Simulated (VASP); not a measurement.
These are r2SCAN meta-GGA, VASP's PBE PAW potentials (set 64) (plane waves; VASP 6.6.1) values and carry that method's errors.

The input files of a VASP run:

KPOINTS:
```
Automatic mesh
0
Gamma
6 6 6
0 0 0
```

### INCAR
```
LWAVE  =  .FALSE.
LCHARG  =  .FALSE.
METAGGA  =  R2SCAN
NELM  =  100   ! most electronic steps
ENCUT  =  520
LMIXTAU  =  .TRUE.
ALGO  =  Normal   ! blocked Davidson
ISIF  =  2   ! forces and stress, cell fixed
SIGMA  =  0.05   ! width (eV)
SYSTEM  =  CsI
LMAXMIX  =  4   ! l cut-off of mixed one-centre charges
LASPH  =  .TRUE.
EDIFF  =  1E-7   ! SCF stop (eV)
ISMEAR  =  0   ! Gaussian
LREAL  =  .FALSE.   ! projection in real space or not
PREC  =  Accurate
```

### POSCAR
```
CsI
1
    4.6133572268     0.0000000000     0.0000000000
    0.0000000000     4.6133572268     0.0000000000
    0.0000000000     0.0000000000     4.6133572268
Cs I
1 1
Direct
  0.0000000000   0.0000000000   0.0000000000
  0.5000000000   0.5000000000   0.5000000000
```

POTCAR, in this order: Cs_sv I (PBE.64 set). Program: vasp_std.

The run wrote:

OSZICAR:
```
       N       E                     dE             d eps       ncg     rms          rms(c)
DAV:   1     0.432359722586E+02    0.43236E+02   -0.63668E+03   480   0.112E+03
DAV:   2    -0.489626515531E+02   -0.92199E+02   -0.85987E+02   724   0.172E+02
DAV:   3    -0.562047040714E+02   -0.72421E+01   -0.72234E+01   612   0.551E+01
DAV:   4    -0.562983195201E+02   -0.93615E-01   -0.93594E-01   584   0.775E+00
DAV:   5    -0.562995393558E+02   -0.12198E-02   -0.12197E-02   596   0.918E-01    0.208E+00
DAV:   6    -0.537852916371E+02    0.25142E+01   -0.42705E-01   512   0.555E+00    0.201E+00
DAV:   7    -0.526002103362E+02    0.11851E+01   -0.44460E-01   484   0.497E+00    0.719E-01
DAV:   8    -0.530879843665E+02   -0.48777E+00   -0.28242E-01   480   0.575E+00    0.380E-01
DAV:   9    -0.529868467400E+02    0.10114E+00   -0.20578E-01   480   0.458E+00    0.272E-01
DAV:  10    -0.530099912508E+02   -0.23145E-01   -0.20486E-01   488   0.489E+00    0.326E-01
DAV:  11    -0.530748530579E+02   -0.64862E-01   -0.22231E-02   508   0.181E+00    0.152E-01
DAV:  12    -0.531203729965E+02   -0.45520E-01   -0.53524E-02   480   0.324E+00    0.129E-01
DAV:  13    -0.531198459475E+02    0.52705E-03   -0.66195E-04   592   0.267E-01    0.857E-02
DAV:  14    -0.531245111762E+02   -0.46652E-02   -0.88135E-03   480   0.108E+00    0.339E-02
DAV:  15    -0.531249503330E+02   -0.43916E-03   -0.29327E-04   544   0.209E-01    0.150E-02
DAV:  16    -0.531255748821E+02   -0.62455E-03   -0.29052E-04   496   0.231E-01    0.925E-03
DAV:  17    -0.531256919929E+02   -0.11711E-03   -0.73932E-05   520   0.113E-01    0.510E-03
DAV:  18    -0.531257204010E+02   -0.28408E-04   -0.13775E-05   532   0.488E-02    0.303E-03
DAV:  19    -0.531257208276E+02   -0.42660E-06   -0.11048E-06   576   0.121E-02    0.224E-03
DAV:  20    -0.531257209013E+02   -0.73706E-07   -0.43458E-07   560   0.580E-03
   1 F= -.53125721E+02 E0= -.53125721E+02  d E =-.424348E-16
```

File OUTCAR:
```
------------------------ aborting loop because EDIFF is reached ----------------------------------------
  FORCE on cell =-STRESS in cart. coord.  units (eV):
  Direction    XX          YY          ZZ          XY          YZ          ZX
  --------------------------------------------------------------------------------------
  Total        0.0090004      0.0090004      0.0090004      0.0000000      0.0000000      0.0000000
  in kB        0.1468663      0.1468663      0.1468663      0.0000000      0.0000000      0.0000000
  external PRESSURE =       0.1468663 kB  Pullay stress =       0.0000000 kB
  volume of cell :       98.19
      direct lattice vectors                 reciprocal lattice vectors
     4.613357227  0.000000000  0.000000000     0.216761883  0.000000000  0.000000000
     0.000000000  4.613357227  0.000000000     0.000000000  0.216761883  0.000000000
     0.000000000  0.000000000  4.613357227     0.000000000  0.000000000  0.216761883
 POSITION                                       TOTAL-FORCE (eV/Angst)
 -----------------------------------------------------------------------------------
      0.00000      0.00000      0.00000         0.000000      0.000000      0.000000
      2.30668      2.30668      2.30668         0.000000      0.000000      0.000000
 -----------------------------------------------------------------------------------
    total drift:                               -0.000000      0.000000      0.000000
  FREE ENERGIE OF THE ION-ELECTRON SYSTEM (eV)
  ---------------------------------------------------
  free  energy   TOTEN  =       -53.1257209013 eV

  energy  without entropy=      -53.1257209013  energy(sigma->0) =      -53.12572090
```
(Selected blocks of OUTCAR.)

The compound is CsI in the CsCl type structure. It was relaxed first.
